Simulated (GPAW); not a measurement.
# H-SnSn-H chair monolayer: work function by functional and basis

Wanted: work functions and dipole of H-SnSn-H chair monolayer, with the cost of each level. Where a layer proves gapped, the work function hangs on where the smearing puts the Fermi level, and the band edges take its place.

Main program and level: GPAW 26.7.0; GPAW, PAW setups; layer in a repeated cell with vacuum, relaxation of atoms and in-plane cell, in the first sound run; inputs show where later runs differ.

This is a report of a sequence of runs, with most program output left out.

**1. Starting point**

The cell holds 4 atoms: 2 H and 2 Sn. Cell: a = 4.587 Å, b = 4.587 Å, c = 18.327 Å, α = 90.0°, β = 90.0°, γ = 120.0°. Vacuum lies along c.

**2. Relaxing the atoms**

Forces are removed first; all later runs use this geometry.

Input file run.py:

```python
import json
import numpy as np
from ase import Atoms
from ase.filters import FrechetCellFilter
from ase.optimize import BFGS
from gpaw import GPAW, PW

slab = Atoms(
    ['H', 'Sn', 'Sn', 'H'],
    positions=[
        [2.29350, 1.32415, 7.00000],
        [2.29350, 1.32415, 8.70000],
        [-0.00000, 2.64831, 9.62667],
        [-0.00000, 2.64831, 11.32667]],
    cell=[[4.587, 0.0, 0.0], [-2.2935, 3.97246, 0.0], [0.0, 0.0, 18.3267]],
    pbc=[True, True, True])

slab.calc = GPAW(mode=PW(600), xc='PBE', kpts={'size': (9, 9, 1), 'gamma': True},
                 occupations={'name': 'fermi-dirac', 'width': 0.05}, nbands='200%',
                 convergence={'density': 1e-05}, maxiter=200,
                 symmetry={'tolerance': 1e-3}, txt='slab.txt')
result = {}
# The in-plane cell is free; stress needs a cell that repeats along all three vectors
path = []
opt = BFGS(FrechetCellFilter(slab, mask=[1, 1, 0, 0, 0, 1]), maxstep=0.2)
opt.attach(lambda: path.append((slab.get_potential_energy(), slab.positions.tolist(), slab.get_forces().tolist())))
result['relaxed'] = bool(opt.run(fmax=0.02, steps=45))
result['path'] = path
result['cell'] = slab.cell.tolist()
print('in-plane lattice', slab.cell.cellpar().round(4)[[0, 1, 5]])
energy = slab.get_potential_energy()
fermi = slab.calc.get_fermi_level()
v = slab.calc.get_electrostatic_potential().mean((0, 1)) - fermi
n = slab.calc.get_pseudo_density().mean((0, 1))
L = slab.cell[2, 2]
z = np.arange(len(v)) * L / len(v)
low, high = slab.positions[:, 2].min(), slab.positions[:, 2].max()
below, above = np.interp([low - 4.8, high + 4.8], z, v)
slopes = [np.interp(x, z, np.gradient(v, z)) for x in (low - 4.8, high + 4.8)]
eps = np.array([[slab.calc.get_eigenvalues(k, s) for k in range(len(slab.calc.get_ibz_k_points()))]
                for s in range(slab.calc.get_number_of_spins())]) - fermi
top, bottom = eps[eps < 0].max(), eps[eps > 0].min()
dipole = slab.get_dipole_moment()[2]
print(f'energy {energy:.4f} eV, Fermi level {fermi:.4f} eV, dipole {dipole:.5f} e A')
print(f'potential 4.8 A off the faces, from the Fermi level: lower {below:.4f} eV, upper {above:.4f} eV')
print(f'slope of the potential there: lower {slopes[0]:.5f}, upper {slopes[1]:.5f} eV/A')
print(f'nearest levels on the mesh: {top:.4f} and {bottom:.4f} eV')
print('magnetic moment', round(slab.get_magnetic_moment(), 3))
result.update(energy=energy, fermi=fermi, dipole=dipole, below=below, above=above, slopes=slopes, edges=[top, bottom],
              z=z.tolist(), v=v.tolist(), n=n.tolist(), positions=slab.positions.tolist(),
              forces=slab.get_forces(apply_constraint=False).tolist(), moments=slab.get_magnetic_moments().tolist())
json.dump(result, open('result.json', 'w'))
```

Command:

```console
$ OMP_NUM_THREADS=1 OPENBLAS_NUM_THREADS=1 python run.py
```

Elapsed: 13 min, on 1 thread of Arm Neoverse V1, shared host; peak memory 0.5 GiB.

Numbers from this step:

- dipole along the normal: -2.31e-4 e·Å
- levels nearest the Fermi level on the mesh: -0.2586, 0.2211 eV from the Fermi level

Electrostatic potential energy of an electron (without an applied field's), less the Fermi level, planar mean against z:

| z (Å) | electrostatic potential energy of an electron (without an applied field's), less the Fermi level, planar mean (eV) |
| --- | --- |
| 0 | 4.74 |
| 1 | 4.74 |
| 2 | 4.74 |
| 3 | 4.74 |
| 4 | 4.74 |
| 5 | 4.74 |
| 6 | 4.63 |
| 7 | 3.07 |
| 8 | -0.282 |
| 9 | -11.9 |
| 10 | -4.97 |
| 11 | 3.18 |
| 12 | 4.45 |
| 13 | 4.73 |
| 14 | 4.74 |
| 15 | 4.74 |
| 16 | 4.74 |
| 17 | 4.74 |
| 18 | 4.74 |

The pseudo valence density, planar mean by z:

| z (Å) | pseudo valence density, planar mean (e/Å³) |
| --- | --- |
| 4.5 | 6.1e-5 |
| 5.0 | 2.7e-4 |
| 5.5 | 0.00124 |
| 6.0 | 0.00550 |
| 6.5 | 0.0232 |
| 7.0 | 0.0685 |
| 7.5 | 0.0738 |
| 8.0 | 0.143 |
| 8.5 | 0.597 |
| 9.0 | 0.763 |
| 9.5 | 0.838 |
| 10.0 | 0.368 |
| 10.5 | 0.101 |
| 11.0 | 0.0726 |
| 11.5 | 0.0516 |
| 12.0 | 0.0143 |
| 12.5 | 0.00329 |
| 13.0 | 7.4e-4 |
| 13.5 | 1.6e-4 |
| 14.0 | 3.6e-5 |

The relaxation lowered the energy of the cell by 0.0464 eV (energies extrapolated to zero smearing; the optimiser's log prints free energies). The largest force left on a free atom is 0.0075 eV/Å.

**3. The slab's potential**

The work function is the vacuum plateau of the electrostatic potential less the Fermi level; a dipole layer lets the two faces have plateaus of their own.

This step: GPAW, PAW setups; slab in vacuum (GPAW 26.7.0).

run.py: that of step 2 with these lines changed.

```diff
@@ -3,4 +3,2 @@
 from ase import Atoms
-from ase.filters import FrechetCellFilter
-from ase.optimize import BFGS
 from gpaw import GPAW, PW
@@ -10,22 +8,15 @@
     positions=[
-        [2.29350, 1.32415, 7.00000],
-        [2.29350, 1.32415, 8.70000],
-        [-0.00000, 2.64831, 9.62667],
-        [-0.00000, 2.64831, 11.32667]],
-    cell=[[4.587, 0.0, 0.0], [-2.2935, 3.97246, 0.0], [0.0, 0.0, 18.3267]],
-    pbc=[True, True, True])
+        [2.35161, 1.35770, 7.00000],
+        [2.35161, 1.35770, 8.73484],
+        [0.00000, 2.71541, 9.55810],
+        [0.00000, 2.71541, 11.29294]],
+    cell=[[4.70321, -0.0, 0.0], [-2.35161, 4.0731, 0.0], [0.0, 0.0, 18.2929]],
+    pbc=[True, True, False])
 
-slab.calc = GPAW(mode=PW(600), xc='PBE', kpts={'size': (9, 9, 1), 'gamma': True},
+slab.calc = GPAW(mode=PW(500), xc='PBE', kpts={'size': (9, 9, 1), 'gamma': True},
                  occupations={'name': 'fermi-dirac', 'width': 0.05}, nbands='200%',
                  convergence={'density': 1e-05}, maxiter=200,
+                 poissonsolver={'dipolelayer': 'xy'},
                  symmetry={'tolerance': 1e-3}, txt='slab.txt')
 result = {}
-# The in-plane cell is free; stress needs a cell that repeats along all three vectors
-path = []
-opt = BFGS(FrechetCellFilter(slab, mask=[1, 1, 0, 0, 0, 1]), maxstep=0.2)
-opt.attach(lambda: path.append((slab.get_potential_energy(), slab.positions.tolist(), slab.get_forces().tolist())))
-result['relaxed'] = bool(opt.run(fmax=0.02, steps=45))
-result['path'] = path
-result['cell'] = slab.cell.tolist()
-print('in-plane lattice', slab.cell.cellpar().round(4)[[0, 1, 5]])
 energy = slab.get_potential_energy()
```

Wall time 51 s (1 thread); peak memory 0.29 GiB.

Numbers from this step:

| Quantity | Value |
| --- | --- |
| dipole along the normal | 2.50e-4 e·Å |
| levels nearest the Fermi level on the mesh | -0.2581, 0.2206 eV from the Fermi level |
| upper work function | 4.741 eV |
| lower work function | 4.744 eV |
| upper ionisation energy | 4.999 eV |

Electrostatic potential energy of an electron (without an applied field's), less the Fermi level, planar mean against z:

| z (Å) | electrostatic potential energy of an electron (without an applied field's), less the Fermi level, planar mean (eV) |
| --- | --- |
| 0.0 | 4.74 |
| 0.5 | 4.74 |
| 1.0 | 4.74 |
| 1.5 | 4.74 |
| 2.0 | 4.74 |
| 2.5 | 4.74 |
| 3.0 | 4.74 |
| 3.5 | 4.74 |
| 4.0 | 4.74 |
| 4.5 | 4.74 |
| 5.0 | 4.74 |
| 5.5 | 4.72 |
| 6.0 | 4.63 |
| 6.5 | 4.24 |
| 7.0 | 3.06 |
| 7.5 | 2.87 |
| 8.0 | -0.452 |
| 8.5 | -8.21 |
| 9.0 | -11.9 |
| 9.5 | -11.4 |
| 10.0 | -4.67 |
| 10.5 | 1.43 |
| 11.0 | 3.17 |
| 11.5 | 3.57 |
| 12.0 | 4.47 |
| 12.5 | 4.68 |
| 13.0 | 4.73 |
| 13.5 | 4.74 |
| 14.0 | 4.74 |
| 14.5 | 4.74 |
| 15.0 | 4.74 |
| 15.5 | 4.74 |
| 16.0 | 4.74 |
| 16.5 | 4.74 |
| 17.0 | 4.74 |
| 17.5 | 4.74 |
| 18.0 | 4.74 |

Table of pseudo valence density, planar mean by z:

| z (Å) | pseudo valence density, planar mean (e/Å³) |
| --- | --- |
| 0.00 | 0 |
| 0.57 | 0 |
| 0.95 | 0 |
| 1.52 | 0 |
| 1.91 | 0 |
| 2.48 | 0 |
| 2.86 | 0 |
| 3.43 | 2.6e-6 |
| 4.00 | 1.4e-5 |
| 4.38 | 4.4e-5 |
| 4.95 | 2.4e-4 |
| 5.34 | 7.7e-4 |
| 5.91 | 0.00425 |
| 6.29 | 0.0131 |
| 6.86 | 0.0572 |
| 7.43 | 0.0729 |
| 7.81 | 0.101 |
| 8.38 | 0.452 |
| 8.77 | 0.865 |
| 9.34 | 0.779 |
| 9.72 | 0.726 |
| 10.29 | 0.148 |
| 10.67 | 0.0795 |
| 11.24 | 0.0726 |
| 11.81 | 0.0224 |
| 12.20 | 0.00748 |
| 12.77 | 0.00136 |
| 13.15 | 4.3e-4 |
| 13.72 | 7.8e-5 |
| 14.10 | 2.5e-5 |
| 14.67 | 4.5e-6 |
| 15.24 | 8.8e-7 |
| 15.63 | 0 |
| 16.20 | 0 |
| 16.58 | 0 |
| 17.15 | 0 |
| 17.53 | 0 |
| 18.10 | 0 |

The layer is gapped, so the Fermi level lies somewhere inside the gap, set by smearing and numerics, and these work functions are no property of the material; the band edges below the vacuum level are. The potential is flat to 3.2e-5 eV/Å where it is read, so the vacuum is wide enough.

**4. Self-consistent run: xc = "LDA"**

The same geometry under LDA, to see how far the functional moves the levels against the vacuum.

run.py: that of step 3 with these lines changed.

```diff
@@ -15,3 +15,3 @@
 
-slab.calc = GPAW(mode=PW(500), xc='PBE', kpts={'size': (9, 9, 1), 'gamma': True},
+slab.calc = GPAW(mode=PW(500), xc='LDA', kpts={'size': (9, 9, 1), 'gamma': True},
                  occupations={'name': 'fermi-dirac', 'width': 0.05}, nbands='200%',
```

Wall time 48 s (1 thread); peak memory 0.28 GiB.

Numbers from this step:

```yaml
dipole_along_the_normal: 2.53e-4 e·Å
levels_nearest_the_fermi_level_on_the_mesh: -0.1996, 0.1614 eV from the Fermi level
upper_work_function: 4.954 eV
lower_work_function: 4.957 eV
```

Electrostatic potential energy of an electron (without an applied field's), less the Fermi level, planar mean against z:

| z (Å) | electrostatic potential energy of an electron (without an applied field's), less the Fermi level, planar mean (eV) |
| --- | --- |
| 0 | 4.96 |
| 1 | 4.96 |
| 2 | 4.96 |
| 3 | 4.96 |
| 4 | 4.96 |
| 5 | 4.95 |
| 6 | 4.84 |
| 7 | 3.30 |
| 8 | -0.0497 |
| 9 | -11.5 |
| 10 | -4.27 |
| 11 | 3.45 |
| 12 | 4.68 |
| 13 | 4.94 |
| 14 | 4.95 |
| 15 | 4.95 |
| 16 | 4.95 |
| 17 | 4.95 |
| 18 | 4.95 |

Pseudo valence density, planar mean against z:

| z (Å) | pseudo valence density, planar mean (e/Å³) |
| --- | --- |
| 0.00 | 0 |
| 0.57 | 0 |
| 0.95 | 0 |
| 1.52 | 0 |
| 1.91 | 0 |
| 2.48 | 0 |
| 2.86 | 0 |
| 3.43 | 2.5e-6 |
| 4.00 | 1.3e-5 |
| 4.38 | 4.2e-5 |
| 4.95 | 2.4e-4 |
| 5.34 | 7.6e-4 |
| 5.91 | 0.00426 |
| 6.29 | 0.0130 |
| 6.86 | 0.0556 |
| 7.43 | 0.0729 |
| 7.81 | 0.103 |
| 8.38 | 0.452 |
| 8.77 | 0.864 |
| 9.34 | 0.779 |
| 9.72 | 0.724 |
| 10.29 | 0.150 |
| 10.67 | 0.0805 |
| 11.24 | 0.0707 |
| 11.81 | 0.0221 |
| 12.20 | 0.00748 |
| 12.77 | 0.00136 |
| 13.15 | 4.3e-4 |
| 13.72 | 7.6e-5 |
| 14.10 | 2.4e-5 |
| 14.67 | 4.3e-6 |
| 15.24 | 0 |
| 15.63 | 0 |
| 16.20 | 0 |
| 16.58 | 0 |
| 17.15 | 0 |
| 17.53 | 0 |
| 18.10 | 0 |

Force by atom:

| atom | x (eV/Å) | y (eV/Å) | z (eV/Å) | size |
| --- | --- | --- | --- | --- |
| H1 | 0.000 | 0.000 | 0.186 | 0.186 |
| Sn2 | 0.000 | 0.000 | 0.100 | 0.100 |
| Sn3 | 0.000 | 0.000 | -0.100 | 0.100 |
| H4 | 0.000 | 0.000 | -0.186 | 0.186 |

The highest filled level lies 0.200 eV under the Fermi level, so the ionisation energy from the upper face is 4.954 + 0.200 = 5.153 eV, against 4.999 eV in the base run.

**5. Self-consistent run: xc = "revPBE"**

The same geometry under revPBE, to see how far the functional moves the levels against the vacuum.

run.py: that of step 4 with these lines changed.

```diff
@@ -15,3 +15,3 @@
 
-slab.calc = GPAW(mode=PW(500), xc='LDA', kpts={'size': (9, 9, 1), 'gamma': True},
+slab.calc = GPAW(mode=PW(500), xc='revPBE', kpts={'size': (9, 9, 1), 'gamma': True},
                  occupations={'name': 'fermi-dirac', 'width': 0.05}, nbands='200%',
```

It took 52 s on 1 thread; peak memory 0.3 GiB.

This step gave:

```
dipole along the normal                    : 2.49e-4 e·Å
levels nearest the Fermi level on the mesh : -0.2797, 0.2424 eV from the Fermi level
upper work function                        : 4.658 eV
lower work function                        : 4.661 eV
upper ionisation energy                    : 4.938 eV
```

Table of electrostatic potential energy of an electron (without an applied field's), less the Fermi level, planar mean by z:

| z (Å) | electrostatic potential energy of an electron (without an applied field's), less the Fermi level, planar mean (eV) |
| --- | --- |
| 0 | 4.66 |
| 1 | 4.66 |
| 2 | 4.66 |
| 3 | 4.66 |
| 4 | 4.66 |
| 5 | 4.65 |
| 6 | 4.55 |
| 7 | 2.98 |
| 8 | -0.570 |
| 9 | -12.0 |
| 10 | -4.78 |
| 11 | 3.07 |
| 12 | 4.38 |
| 13 | 4.64 |
| 14 | 4.66 |
| 15 | 4.66 |
| 16 | 4.66 |
| 17 | 4.66 |
| 18 | 4.66 |

The highest filled level lies 0.280 eV under the Fermi level, so the ionisation energy from the upper face is 4.658 + 0.280 = 4.938 eV, against 4.999 eV in the base run.

**6. Self-consistent run: xc = "RPBE"**

The same geometry under RPBE, to see how far the functional moves the levels against the vacuum.

run.py: that of step 5 with these lines changed.

```diff
@@ -15,3 +15,3 @@
 
-slab.calc = GPAW(mode=PW(500), xc='revPBE', kpts={'size': (9, 9, 1), 'gamma': True},
+slab.calc = GPAW(mode=PW(500), xc='RPBE', kpts={'size': (9, 9, 1), 'gamma': True},
                  occupations={'name': 'fermi-dirac', 'width': 0.05}, nbands='200%',
```

The job ended after 51 s (1 thread; peak memory 0.29 GiB).

This step gave:

| Item | Value |
| --- | --- |
| levels nearest the Fermi level on the mesh | -0.2819, 0.2445 eV from the Fermi level |
| upper work function | 4.663 eV |
| lower work function | 4.666 eV |
| upper ionisation energy | 4.945 eV |

The electrostatic potential energy of an electron (without an applied field's), less the Fermi level, planar mean by z:

z (Å), electrostatic potential energy of an electron (without an applied field's), less the Fermi level, planar mean (eV) and a bar from the least value:
```
        0        4.7 ##############################
        1        4.7 ##############################
        2        4.7 ##############################
        3        4.7 ##############################
        4        4.7 ##############################
        5        4.7 ##############################
        6        4.5 ##############################
        7        3.0 ###########################
        8       -0.6 #####################
        9      -12.0 
       10       -4.8 #############
       11        3.0 ###########################
       12        4.4 #############################
       13        4.6 ##############################
       14        4.7 ##############################
       15        4.7 ##############################
       16        4.7 ##############################
       17        4.7 ##############################
       18        4.7 ##############################
```

The highest filled level lies 0.282 eV under the Fermi level, so the ionisation energy from the upper face is 4.663 + 0.282 = 4.945 eV, against 4.999 eV in the base run.

**7. OptPBE vdW: xc = "optPBE-vdW"**

The same geometry under optPBE-vdW, to see how far the functional moves the levels against the vacuum (the van der Waals functionals take revPBE setups).

run.py: that of step 6 with these lines changed.

```diff
@@ -15,3 +15,3 @@
 
-slab.calc = GPAW(mode=PW(500), xc='RPBE', kpts={'size': (9, 9, 1), 'gamma': True},
+slab.calc = GPAW(mode=PW(500), xc='optPBE-vdW', kpts={'size': (9, 9, 1), 'gamma': True},
                  occupations={'name': 'fermi-dirac', 'width': 0.05}, nbands='200%',
```

Elapsed: 68 s, on 1 thread; peak memory 0.59 GiB.

Numbers from this step:

```
levels nearest the Fermi level on the mesh : -0.2222, 0.1845 eV from the Fermi level
upper work function                        : 4.945 eV
lower work function                        : 4.948 eV
upper ionisation energy                    : 5.167 eV
```

Electrostatic potential energy of an electron (without an applied field's), less the Fermi level, planar mean against z:

| z (Å) | electrostatic potential energy of an electron (without an applied field's), less the Fermi level, planar mean (eV) |
| --- | --- |
| 0 | 4.95 |
| 1 | 4.95 |
| 2 | 4.95 |
| 3 | 4.95 |
| 4 | 4.95 |
| 5 | 4.94 |
| 6 | 4.82 |
| 7 | 3.18 |
| 8 | -0.470 |
| 9 | -11.9 |
| 10 | -4.69 |
| 11 | 3.24 |
| 12 | 4.65 |
| 13 | 4.93 |
| 14 | 4.94 |
| 15 | 4.94 |
| 16 | 4.95 |
| 17 | 4.95 |
| 18 | 4.95 |

The highest filled level lies 0.222 eV under the Fermi level, so the ionisation energy from the upper face is 4.945 + 0.222 = 5.167 eV, against 4.999 eV in the base run.

**8. Self-consistent run: xc = "vdW-DF2"**

The same geometry under vdW-DF2, to see how far the functional moves the levels against the vacuum (the van der Waals functionals take revPBE setups).

run.py: that of step 7 with these lines changed.

```diff
@@ -15,3 +15,3 @@
 
-slab.calc = GPAW(mode=PW(500), xc='optPBE-vdW', kpts={'size': (9, 9, 1), 'gamma': True},
+slab.calc = GPAW(mode=PW(500), xc='vdW-DF2', kpts={'size': (9, 9, 1), 'gamma': True},
                  occupations={'name': 'fermi-dirac', 'width': 0.05}, nbands='200%',
```

The job ended after 62 s (1 thread; peak memory 0.59 GiB).

Numbers from this step:

| Quantity | Value |
| --- | --- |
| levels nearest the Fermi level on the mesh | -0.1602, 0.1207 eV from the Fermi level |
| upper work function | 5.143 eV |
| lower work function | 5.146 eV |

Electrostatic potential energy of an electron (without an applied field's), less the Fermi level, planar mean against z:

| z (Å) | electrostatic potential energy of an electron (without an applied field's), less the Fermi level, planar mean (eV) |
| --- | --- |
| 0.0 | 5.14 |
| 0.5 | 5.15 |
| 1.0 | 5.15 |
| 1.5 | 5.15 |
| 2.0 | 5.15 |
| 2.5 | 5.15 |
| 3.0 | 5.15 |
| 3.5 | 5.15 |
| 4.0 | 5.15 |
| 4.5 | 5.14 |
| 5.0 | 5.14 |
| 5.5 | 5.12 |
| 6.0 | 5.02 |
| 6.5 | 4.59 |
| 7.0 | 3.33 |
| 7.5 | 2.96 |
| 8.0 | -0.484 |
| 8.5 | -8.26 |
| 9.0 | -11.9 |
| 9.5 | -11.5 |
| 10.0 | -4.73 |
| 10.5 | 1.44 |
| 11.0 | 3.34 |
| 11.5 | 3.88 |
| 12.0 | 4.84 |
| 12.5 | 5.07 |
| 13.0 | 5.13 |
| 13.5 | 5.14 |
| 14.0 | 5.14 |
| 14.5 | 5.14 |
| 15.0 | 5.14 |
| 15.5 | 5.14 |
| 16.0 | 5.14 |
| 16.5 | 5.14 |
| 17.0 | 5.14 |
| 17.5 | 5.14 |
| 18.0 | 5.14 |

The highest filled level lies 0.160 eV under the Fermi level, so the ionisation energy from the upper face is 5.143 + 0.160 = 5.303 eV, against 4.999 eV in the base run.

**9. Real-space grid: mode = "fd"**

A real-space grid is a second complete basis, so it checks the plane-wave result.

run.py: that of step 8 with these lines changed.

```diff
@@ -3,3 +3,3 @@
 from ase import Atoms
-from gpaw import GPAW, PW
+from gpaw import GPAW
 
@@ -15,3 +15,3 @@
 
-slab.calc = GPAW(mode=PW(500), xc='vdW-DF2', kpts={'size': (9, 9, 1), 'gamma': True},
+slab.calc = GPAW(mode='fd', h=0.18, xc='PBE', kpts={'size': (9, 9, 1), 'gamma': True},
                  occupations={'name': 'fermi-dirac', 'width': 0.05}, nbands='200%',
```

Run time: 2.6 min. Hardware: 1 thread; peak memory 0.75 GiB.

Numbers from this step:

| Item | Value |
| --- | --- |
| dipole along the normal | 2.29e-4 e·Å |
| levels nearest the Fermi level on the mesh | -0.2590, 0.2217 eV from the Fermi level |
| upper work function | 4.741 eV |
| lower work function | 4.744 eV |
| upper ionisation energy | 5.000 eV |

(Part 1 of 2 ends here.)

[Logs are printed without paths, hosts, clocks, repeated set-up lines and the standing remarks that a program may print on its own settings, such as how far it seeks lower states.]

[Hosts, paths, dates, database ids (printed as entryN), source tags and the programs' standing remarks are cut or masked in the printed files.]
